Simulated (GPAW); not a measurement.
A calculation with GPAW 26.7.0 of Ge (ASE script, structure typed inline):

Contents of run.py:

```python
from ase import Atoms
from ase.dft.bandgap import bandgap
from ase.io import write
from ase.units import Bohr, GPa
from gpaw import GPAW, PW
from gpaw.elf import elf_from_dft_calculation

atoms = Atoms(['Ge', 'Ge'],
              cell=[[4.0904091952, 0.0, 0.0],
                    [-2.0452045976, 3.5423982749, 0.0],
                    [0.0, 0.0, 3.32658]],
              scaled_positions=[[0.66667, 0.33333, 0.14086],
                                [0.3333366667, 0.6666633333, 0.85914]],
              pbc=True)

calc = GPAW(mode=PW(600),
            xc='PBE',
            kpts={'size': (8, 8, 8), 'gamma': True},
            occupations={'name': 'fermi-dirac', 'width': 0.05},
            nbands=11,
            convergence={'density': 1e-05, 'energy': 1e-05},
            maxiter=150,
            txt='gpaw.txt')
atoms.calc = calc
energy = atoms.get_potential_energy()
forces = atoms.get_forces()
stress = atoms.get_stress()
calc.write('gs.gpw')
write('result.traj', atoms)
print(f'Energy: {energy:.6f} eV')
print('Forces (eV/A):')
print(forces.round(4))
print('Stress (GPa):', (stress / GPa).round(3))
print('Fermi level:', round(calc.get_fermi_level(), 4), 'eV')
print(f'Gap: {bandgap(calc)[0]:.4f} eV, direct: {bandgap(calc, direct=True)[0]:.4f} eV')

# fields on the real-space grid
write('density.cube', atoms, data=calc.get_pseudo_density() * Bohr**3)
write('potential.cube', atoms, data=calc.get_electrostatic_potential())
write('elf.cube', atoms, data=elf_from_dft_calculation(calc).data)
```

Potentials or basis: GPAW PAW data sets (gpaw-data 1.2.1), pw.

Command:

```sh
$ OMP_NUM_THREADS=1 python run.py
```

The cell was built by a generator and needn't be a form met in nature.

**Question.** Write the same calculation in another form: cli, structure from a POSCAR.

**Answer.** As run:

The input POSCAR:

```
Ge
1.0
    4.0904091952      0.0000000000      0.0000000000
   -2.0452045976      3.5423982749      0.0000000000
    0.0000000000      0.0000000000      3.3265800000
Ge
2
Direct
    0.6666700000      0.3333300000      0.1408600000
    0.3333366667      0.6666633333      0.8591400000
```

Potentials or basis: GPAW PAW data sets (gpaw-data 1.2.1), pw.

Command:

```bash
$ OMP_NUM_THREADS=1 gpaw run POSCAR -p 'mode=PW(600),xc=PBE,kpts={size:(8,8,8),gamma:True},occupations={name:fermi-dirac,width:0.05},nbands=11,convergence={density:1e-05,energy:1e-05},maxiter=150,txt=gpaw.txt' --properties efs -w gs.gpw
```

Both were run:

|  | ASE script, structure typed inline | cli, structure from a POSCAR |
| --- | --- | --- |
| Pressure | -1.6 GPa | -1.6 GPa |
| Largest force | 0.022 eV/Å | 0.022 eV/Å |
| Band gap on the k mesh | none (metal or under the smearing width) | none (metal or under the smearing width) |

Keys that steer only the numerical path or the files written may differ.
